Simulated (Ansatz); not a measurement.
## Li2Se (antifluorite): gap against strain (isotropic on every length)

Li2Se built on the antifluorite prototype, relaxed with r2SCAN in Ansatz, then strained (isotropic on every length; changes of length per length, axes as in the cell below) with the atoms relaxed again within the symmetry that is left. It is cubic, Fm-3m (No. 225); conventional cell a = 5.987 Å, 17.88 Å³ an atom. Se is surrounded by 8 Li at 2.59 Å; Li is surrounded by 4 Se at 2.59 Å. Spin-unpolarised throughout; all numbers are computed.

```xyz
3
Lattice="0.0000 2.9935 2.9935 2.9935 0.0000 2.9935 2.9935 2.9935 0.0000" Properties=species:S:1:pos:R:3 pbc="T T T"
Se    0.0000    0.0000    0.0000
Li    1.4968    1.4968    1.4968
Li    4.4903    4.4903    4.4903
```

Gaps are the least over each mesh (PBE 8×8×8, r2SCAN 8×8×8, HSE06 6×6×6 when unstrained) and the special points, which keep their unstrained names; stress is the change from the unstrained cell, compression positive.

```
strain (%)  gap, PBE (eV)  gap, r2SCAN (eV)  gap, HSE06 (eV)  edges, HSE06  mean stress, r2SCAN (GPa)  energy rise, r2SCAN (meV/atom)
      -2.5          2.904             3.413            3.748         Γ → X                      +3.09                            11.6
       0.0          2.974             3.478            3.816         Γ → X                       0.00                             0.0
      +1.0          2.996             3.498            3.837         Γ → X                      -0.99                             1.8
      +2.0          3.016             3.515            3.855         Γ → X                      -1.86                             6.9
```

Q: Estimate the row for a strain of -5.0 %.

A:
```
strain (%)  gap, PBE (eV)  gap, r2SCAN (eV)  gap, HSE06 (eV)  edges, HSE06  mean stress, r2SCAN (GPa)  energy rise, r2SCAN (meV/atom)
      -5.0          2.811             3.326            3.656         Γ → X                      +7.30                            50.7
```

Between zero and the nearest strains the slope of the HSE06 gap against strain is +0.027 eV per percent for negative and +0.021 for positive strain.

The runs are scalar-relativistic, without spin-orbit coupling.

The meshes of the hybrids are coarse, so their gaps aren't converged to the digits shown.
